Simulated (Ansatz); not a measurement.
**Relaxation of Nb2Si**

Computed with DFT r2SCAN, scalar-relativistic, plane waves, PAW in Ansatz 0.2.0. (500 eV cutoff, 12×12×8 k-mesh, Gaussian smearing of 0.10 eV, no spin polarisation)

What was changed in Ta2C: C → Si, Ta → Nb on all its sites, cell and atoms relaxed.

Command:

```bash
ansatz run input.yaml --threads 1 --pin off --max-ram 2560MiB --backend cpu --events-out ev --progress --plain --runs-dir out
```

Input:

```yaml
crystal:
  lattice:
    - [3.4231684649, 0.0, 0.0]
    - [-1.7115842324, 2.964550852, 0.0]
    - [0.0, 0.0, 5.2442691763]
  atoms:
    - { symbol: Nb, position: [0.3333333333, 0.6666666667, 0.3003651315] }
    - { symbol: Nb, position: [0.6666666667, 0.3333333333, 0.6996348685] }
    - { symbol: Si, position: [0.0, 0.0, 0.0] }
basis:
  ecutwfc: 500
kpoints:
  mp_grid: { grid: [12, 12, 8] }
hamiltonian:
  xc: r2scan
scf:
  occupations: { method: gaussian, width: 0.1 }
output:
  forces: true
  stress: true
  eigenvalues: true
  write_density: true
  write_potential: true
  elf: true
  volumetric_format: npy
relax:
  adjacent_minimum: "off"
  f_tol: 0.01
  max_steps: 60
  cell: { stress_tol: 0.1 }
```

F is the free energy. Steps run on the plane waves of an earlier cell, but the last one, and at times one on the way, on a freshly chosen basis, so a repeated geometry can differ a little in energy.

Steps:

| step | F − F(1) (eV) | largest force component (eV/Å) | V (Å³/atom) | P (GPa) |
| --- | --- | --- | --- | --- |
| 1 | 0.0000 | 0.020 | 17.740 | 0.14 |
| 2 | 0.0006 | 0.219 | 17.713 | 0.10 |
| 3 | -0.0047 | 0.039 | 17.728 | 0.05 |
| 4 | -0.0048 | 0.000 | 17.769 | -0.38 |
| 5 | -0.0050 | 0.000 | 17.724 | 0.00 |
| 6 | -0.0050 | 0.000 | 17.724 | 0.00 |

Relaxed structure:

```
CELL_PARAMETERS angstrom
3.39936 0.00000 0.00000
-1.69968 2.94393 0.00000
0.00000 0.00000 5.31314
ATOMIC_POSITIONS crystal
Nb 0.33333 0.66667 0.30109
Nb 0.66667 0.33333 0.69891
Si 0.00000 0.00000 0.00000
```

It takes space group P-3m1 (No. 164, trigonal). The conventional cell has a = 3.399 Å, b = 3.399 Å, c = 5.313 Å, α = 90.00°, β = 90.00°, γ = 120.00°. Nb (site symmetry 3m) has 3 Si at 2.53 Å and 3 Nb at 2.88 Å as nearest neighbours. Si (site symmetry -3m) has 6 Nb at 2.53 Å as nearest neighbours.

The run converged. It took 2 min on 1 thread of Arm Neoverse V1, on a shared host, peak memory 0.55 GiB.